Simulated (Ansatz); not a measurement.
BaS: pressure and energy above relaxed cell against volume per atom

Results calculated with Ansatz 0.2.0, not measured. Plane-wave density functional theory, PAW datasets, Gaussian smearing 0.05 eV: one cell in which all forces lie under 0.002 eV/angstrom; stress (xx yy zz yz xz xy) and pressure positive in compression; site moments are of spin alone; formation energy from the elements run alike, uncorrected.

Cell of the first row (space group Fm-3m, No. 225):
```
cell vectors (Å)
   0.0000     3.1695     3.1695
   3.1695     0.0000     3.1695
   3.1695     3.1695     0.0000
atoms (fractions of the cell vectors)
Ba  0.50000  0.50000  0.50000
S   0.00000  0.00000  0.00000
```

Settings of every row: paw set soft_2; functional PBE; spin treatment spin-orbit; moment partition gaussian weights; spin axis none; wave cutoff 420 eV; k mesh 6x6x6; SCF start atoms; lower state search light; symmetry use detected.

Atom first moment, atom hubbard u: 0 on all atoms.

| row | volume per atom (Å³) | pressure (GPa) | energy above relaxed cell (meV per atom) |
| --- | --- | --- | --- |
| 1 | 31.839 | 1.919 | 7.84 |
| 2 | 32.503 | ? | ? |
| 3 | 33.034 | 0.212 | 0.1 |
| 4 | 33.166 | 0.043 | 0 |
| 5 | 33.829 | -0.752 | 1.5 |
| 6 | 34.493 | -1.465 | 6.12 |
| 7 | 35.488 | -2.398 | 18.19 |

Question: what pressure and energy above relaxed cell should row 2 give?

Worked fit of pressure. Take u = (V_r/V)^(2/3) − 1 with V_r = 33.498 Å³ an atom, which is twice the finite (Eulerian) strain; such expansions in the strain, on which the Birch-Murnaghan equation of state is built, carry the rest volume and the bulk modulus. The shown rows have u = 0.03444, 0.00934, 0.00666, -0.00653, -0.01932, -0.03774. Least squares give pressure = −0.3658 + 60.214 × u + 173.54 × u² + 128 × u³ GPa; a parabola predicts inner rows, each left out in turn, worse (root mean square 0.0019 against 0.00056 GPa). All shown rows lie on it to the printed digit. The pressure vanishes at u = 0.0060, or V = 33.2 Å³ an atom, and there the bulk modulus at fixed shape and fractions is B = −V dP/dV = (2/3)(1 + u) dP/du = 41.8 GPa. The withheld row has u = 0.02031, so the fit gives −0.3658 + 60.214 × (0.02031) + 173.54 × (0.02031)² + 128 × (0.02031)³ = 0.930 GPa.

The calculation gave 0.929 GPa. The fit lies 0.001 GPa (0.023 % of the column's range) above it, one unit of the last digit.

Worked fit of energy above relaxed cell. Take u = (V_r/V)^(2/3) − 1 with V_r = 33.498 Å³ an atom, which is twice the finite (Eulerian) strain; such expansions in the strain, on which the Birch-Murnaghan equation of state is built, carry the rest volume and the bulk modulus. The shown rows have u = 0.03444, 0.00934, 0.00666, -0.00653, -0.01932, -0.03774. Least squares give energy above relaxed cell = 0.34 − 115.13 × u + 9578.4 × u² + 2557 × u³ meV per atom; a parabola predicts inner rows, each left out in turn, worse (root mean square 0.037 against 0.0028 meV per atom). All shown rows lie on it to the printed digit. Its lowest point lies at u = 0.0060, or V = 33.2 Å³ an atom, and the curvature there gives the bulk modulus at fixed shape and fractions, B = (4/9)(1 + u)² E″(u)/V = 41.8 GPa. The withheld row has u = 0.02031, so the fit gives 0.34 − 115.13 × (0.02031) + 9578.4 × (0.02031)² + 2557 × (0.02031)³ = 1.97 meV per atom.

The calculation gave 1.98 meV per atom. The fit lies 0.01 meV per atom (0.055 % of the column's range) below it, one unit of the last digit.
